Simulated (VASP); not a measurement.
A calculation with VASP 6.6.1 of AlNi (native input, structure from a POSCAR):

INCAR

```
ALGO = Fast
EDIFF = 1E-7
ENCUT = 520
GGA = CA
ISIF = 2
ISMEAR = 0
ISPIN = 2
LASPH = T
LCHARG = T
LELF = T
LMAXMIX = 4
LORBIT = 11
LREAL = F
LVHAR = T
LWAVE = F
MAGMOM = 1 0
NELM = 100
PREC = Accurate
SIGMA = 0.1
```

File KPOINTS:

```
k-points
0
Gamma
  9 9 9
```

POSCAR

```
AlNi
1.0
    2.8810000000      0.0000000000      0.0000000000
    0.0000000000      2.8810000000      0.0000000000
    0.0000000000      0.0000000000      2.8810000000
Ni Al
1 1
Cartesian
    1.4405000000      1.4405000000      1.4405000000
    0.0000000000      0.0000000000      0.0000000000
```

Potentials or basis: VASP PAW LDA potentials, release 64 (Ni_pv, Al).

Command:

```sh
$ cat potpaw_LDA.64/Ni_pv/POTCAR potpaw_LDA.64/Al/POTCAR > POTCAR
$ mpirun -np 1 vasp_std > vasp.out
```

Q: Write the same calculation in another form: ASE script, structure by space group and Wyckoff sites.

A: As run:

Contents of run.py:

```python
from ase.calculators.vasp import Vasp
from ase.dft.bandgap import bandgap
from ase.spacegroup import crystal

atoms = crystal(
    ['Ni', 'Al'],
    basis=[[0.5, 0.5, 0.5], [0.0, 0.0, 0.0]],
    spacegroup=221,
    setting=1,
    cellpar=[2.881, 2.881, 2.881, 90.0, 90.0, 90.0],
    primitive_cell=True,
)
atoms.set_initial_magnetic_moments([1.0, 0.0])
calc = Vasp(
    directory='calc',
    xc='lda',
    pp='LDA',
    setups='materialsproject',
    prec='Accurate',
    encut=520,
    ediff=1e-06,
    ismear=0,
    sigma=0.1,
    lreal=False,
    lasph=True,
    nelm=150,
    algo='Normal',
    isif=2,
    lwave=False,
    lcharg=True,
    ispin=2,
    lorbit=11,
    lmaxmix=4,
    lelf=True,
    lvhar=True,
    kpts=[9, 9, 9],
    gamma=True,
)
atoms.calc = calc

print('energy (eV):', atoms.get_potential_energy())
print('free energy (eV):', atoms.get_potential_energy(force_consistent=True))
print('forces (eV/A):')
print(atoms.get_forces())
print('stress (eV/A^3, Voigt):', atoms.get_stress())
print('Fermi level (eV):', calc.get_fermi_level())
print('moment (muB):', atoms.get_magnetic_moment())
print('site moments (muB):', atoms.get_magnetic_moments())
gap, top, bottom = bandgap(calc)
print('band gap (eV):', gap, 'from (spin, k, band)', top, 'to', bottom)
```

Potentials or basis: VASP PAW LDA potentials, release 64 (Ni_pv, Al).

The run is started by

```sh
$ python run.py
```

Both were run:

|  | native input, structure from a POSCAR | ASE script, structure by space group and Wyckoff sites |
| --- | --- | --- |
| Pressure | -9.4 GPa | -9.4 GPa |
| Band gap on the k mesh | none (metal or under the smearing width) | none (metal or under the smearing width) |
| Net moment | 0.00 μB per cell | 0.00 μB per cell |
| Valence electrons inside the program's atomic spheres | Ni 14.66; Al 0.81 | Ni 14.66; Al 0.81 |

Keys that steer only the numerical path or the files written may differ.
